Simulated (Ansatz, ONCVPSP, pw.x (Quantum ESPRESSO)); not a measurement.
## What a changed setting does to a pw.x run (fcc Ru)

Potential: optimised norm-conserving Vanderbilt (ONCV), ONCVPSP 4.0.1.1 (patched build), PBE; core [Ar] 3d10, reference 4s2 4p6 4d7 5s1; waves: 4s+5s: rc 1.74 bohr, ncon 4, nbas 9, qcut 9.4 1/bohr, 3 projectors, debl 3.6 Ha; 4p: rc 1.74 bohr, ncon 3, nbas 7, qcut 8.3 1/bohr, 1 projector; 4d: rc 2.22 bohr, ncon 3, nbas 8, qcut 6.2 1/bohr, 1 projector; local part: polynomial inside 1.22 bohr (lpopt 5, dvloc0 4 Ha); core correction: none.

The reference run (k-mesh 15³, cutoffs 70/280 Ry, Fermi–Dirac 0.01 Ry, mixing_beta 0.4, conv_thr 1e-9, no spin) gives 1.52 GPa at 13.814 Å³/atom, where all-electron LAPW gives 0.83 GPa. This run, with its own iteration cap, changes k-mesh points per axis to 3.

```
&control
  calculation='scf', prefix='x', pseudo_dir='./', outdir='./tmp', tstress=.true., disk_io='none'
/
&system
  ibrav=0, nat=1, ntyp=1, ecutwfc=70, ecutrho=280, nbnd=16,
  occupations='smearing', smearing='fd', degauss=0.01
/
&electrons
  conv_thr=1e-09, mixing_beta=0.4, electron_maxstep=50
/
ATOMIC_SPECIES
Ru 1.0 Ru.UPF
CELL_PARAMETERS angstrom
  0.00000000 1.90442183 1.90442183
  1.90442183 0.00000000 1.90442183
  1.90442183 1.90442183 0.00000000
ATOMIC_POSITIONS crystal
Ru 0.0000 0.0000 0.0000
K_POINTS automatic
3 3 3 0 0 0
```

```bash
pw.x < Ru.scf.in > Ru.scf.out
```

**Question.** How does the run end?

**Answer.** It converges in 9 iterations; the free energy moves by +1.25 eV/atom and the pressure by +25.53 GPa.

```
Message from routine setup:
     using ibrav=0 with symmetry is DISCOURAGED, use correct ibrav instead
     lattice parameter (alat)  =       5.0895  a.u.
     unit-cell volume          =      93.2215 (a.u.)^3
     number of electrons       =        16.00
     number of Kohn-Sham states=           16
     kinetic-energy cutoff     =      70.0000  Ry
     charge density cutoff     =     280.0000  Ry
     scf convergence threshold =      1.0E-09
     Exchange-correlation= PBE
     number of k points=     4  Fermi-Dirac smearing, width (Ry)=  0.0100
     iteration #  1     ecut=    70.00 Ry     beta= 0.40
     total energy              =    -188.57897323 Ry
     estimated scf accuracy    <       0.15075675 Ry
     iteration #  2     ecut=    70.00 Ry     beta= 0.40
     total energy              =    -188.58872628 Ry
     estimated scf accuracy    <       0.01361691 Ry
     iteration #  3     ecut=    70.00 Ry     beta= 0.40
     total energy              =    -188.59001449 Ry
     estimated scf accuracy    <       0.00117906 Ry
     [... 3 iterations left out ...]
     iteration #  7     ecut=    70.00 Ry     beta= 0.40
     total energy              =    -188.59015339 Ry
     estimated scf accuracy    <       0.00000002 Ry
     iteration #  8     ecut=    70.00 Ry     beta= 0.40
     total energy              =    -188.59015340 Ry
     estimated scf accuracy    <          2.6E-09 Ry
     iteration #  9     ecut=    70.00 Ry     beta= 0.40
     the Fermi energy is    23.5531 ev
!    total energy              =    -188.59015340 Ry
     estimated scf accuracy    <          6.0E-11 Ry
     smearing contrib. (-TS)   =      -0.01123558 Ry
     The total energy is F=E-TS. E is the sum of the following terms:
     one-electron contribution =     -33.12380509 Ry
     hartree contribution      =      27.52329684 Ry
     xc contribution           =     -19.90835111 Ry
     ewald contribution        =    -163.07005847 Ry
     convergence has been achieved in   9 iterations
          total   stress  (Ry/bohr**3)                   (kbar)     P=      270.51
     Message from routine punch:
     Nothing written, as per user request (disk_io='none')
```

The run took about 2.1 s on one core of a shared host (Intel(R) Xeon(R) Platinum 8488C, 96 threads, 744 GiB, load 108).
